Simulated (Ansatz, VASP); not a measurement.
Si: VASP beside Ansatz

File POSCAR:

```
Si
1.0
    0.0000000000      2.7490731715      2.7490731715
    2.7490731715      0.0000000000      2.7490731715
    2.7490731715      2.7490731715      0.0000000000
Si
2
Direct
    0.2500000000      0.2500000000      0.2500000000
    0.0000000000      0.0000000000      0.0000000000
```

The input INCAR.step1:

```
SYSTEM = Si
  ALGO = Normal
  EDIFF = 1E-4
  ENCUT = 520
  GGA = PE
  ISMEAR = 0
  LASPH = .TRUE.
  LCHARG = .FALSE.
  LREAL = .FALSE.
  LWAVE = .TRUE.
  NBANDS = 11
  NELM = 100
  PREC = Accurate
  SIGMA = 0.01
```

INCAR.step2

```
SYSTEM = Si
  ALGO = Normal
  EDIFF = 1E-6
  ENCUT = 520
  ISIF = 2
  ISMEAR = 0
  ISTART = 1
  LASPH = .TRUE.
  LCHARG = .FALSE.
  LMIXTAU = .TRUE.
  LREAL = .FALSE.
  LWAVE = .FALSE.
  METAGGA = R2SCAN
  NBANDS = 11
  NELM = 100
  PREC = Accurate
  SIGMA = 0.01
```

KPOINTS

```
k-points
0
G
  6 6 6
  0 0 0
```

Input for Ansatz:

```yaml
crystal:
  lattice:
    - [0.0, 2.7490731715, 2.7490731715]
    - [2.7490731715, 0.0, 2.7490731715]
    - [2.7490731715, 2.7490731715, 0.0]
  atoms:
    - { symbol: Si, position: [0.25, 0.25, 0.25] }
    - { symbol: Si, position: [0.0, 0.0, 0.0] }
kpoints:
  mp_grid: { grid: [6, 6, 6] }
hamiltonian:
  xc: r2scan
scf:
  occupations: { method: fixed }
  n_extra_bands: 4
output:
  forces: true
  stress: true
  eigenvalues: true
```

Alike in both runs: task single point; functional r2SCAN; k mesh 6 × 6 × 6; no spin polarisation.

```csv
,VASP,Ansatz
version,VASP 6.6.1,Ansatz 0.2.0
potentials or method,"VASP PAW PBE potentials, release 64 (Si)","plane waves, PAW"
plane-wave cutoff (eV),520,500
occupations,"gaussian, width 0.01 eV",fixed
valence electrons in the cell,8,8
```

VASP gave:

```
gap on the k mesh at the Fermi level (eV) : 0.97
pressure (GPa)                            : -2.9
```

**Question.** What did Ansatz give for the same quantities?

**Answer.** gap on the k mesh at the Fermi level (eV): 0.96; pressure (GPa): -2.6.

Caveats: the PAW data sets were made with another functional, which shifts forces and pressure a little (VASP). r2SCAN opens gaps a little over a GGA but as a rule still falls short of measured ones. A k mesh can miss the band edges.
